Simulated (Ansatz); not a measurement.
# ZrS2: vacancy migration on the Zr sublattice

Theory: DFT PBE+D3(BJ), scalar-relativistic, plane waves, PAW in Ansatz 0.2.0. Cutoff 420 eV, Γ-centred 4×4×4 k-points, Gaussian smearing of 0.05 eV. No spin polarisation.

The perfect supercell:

```cif
data_structure
_symmetry_space_group_name_H-M 'P 1'
_symmetry_Int_Tables_number 1
_cell_length_a 8.5082
_cell_length_b 8.5082
_cell_length_c 9.2522
_cell_angle_alpha 114.584
_cell_angle_beta 114.584
_cell_angle_gamma 95.462
_cell_volume 523.89
loop_
_atom_site_label
_atom_site_type_symbol
_atom_site_fract_x
_atom_site_fract_y
_atom_site_fract_z
_atom_site_occupancy
Zr1 Zr 0.37500 0.87500 0.25000 1
Zr2 Zr 0.87500 0.37500 0.25000 1
Zr3 Zr 0.25000 0.25000 0.50000 1
Zr4 Zr 0.75000 0.75000 0.50000 1
Zr5 Zr 0.62500 0.12500 0.75000 1
Zr6 Zr 0.12500 0.62500 0.75000 1
Zr7 Zr 0.00000 0.00000 0.00000 1
Zr8 Zr 0.50000 0.50000 0.00000 1
S1 S 0.33596 0.16929 0.25000 1
S2 S 0.83596 0.66929 0.25000 1
S3 S 0.21096 0.54429 0.50000 1
S4 S 0.71096 0.04429 0.50000 1
S5 S 0.58596 0.41929 0.75000 1
S6 S 0.08596 0.91929 0.75000 1
S7 S 0.96096 0.29429 0.00000 1
S8 S 0.46096 0.79429 0.00000 1
S9 S 0.41404 0.58071 0.25000 1
S10 S 0.91404 0.08071 0.25000 1
S11 S 0.28904 0.95571 0.50000 1
S12 S 0.78904 0.45571 0.50000 1
S13 S 0.66404 0.83071 0.75000 1
S14 S 0.16404 0.33071 0.75000 1
S15 S 0.03904 0.70571 0.00000 1
S16 S 0.53904 0.20571 0.00000 1
```

Atom 1 (Zr) is removed, leaving a vacancy of charge -4 (uniform background), and atom 3 jumps 3.64 Å into it. The vacancy and the half-way point are each relaxed at fixed cell, keeping their symmetry. The supercell is small, and one in 8 of its Zr atoms is missing.

**Question.** How high does the half-way point lie?

**Answer.** 2.25 eV above the relaxed vacancy, with the jumping atom 0.00 Å off the straight line, where the cell's symmetry pins it, so a bent path, which could be lower, wasn't tried. This is the barrier if that point is a first-order saddle, which wasn't checked.

Cost: 2 runs of about 20 core-minutes in all, on Intel Xeon 6975P-C (Granite Rapids) (shared hosts).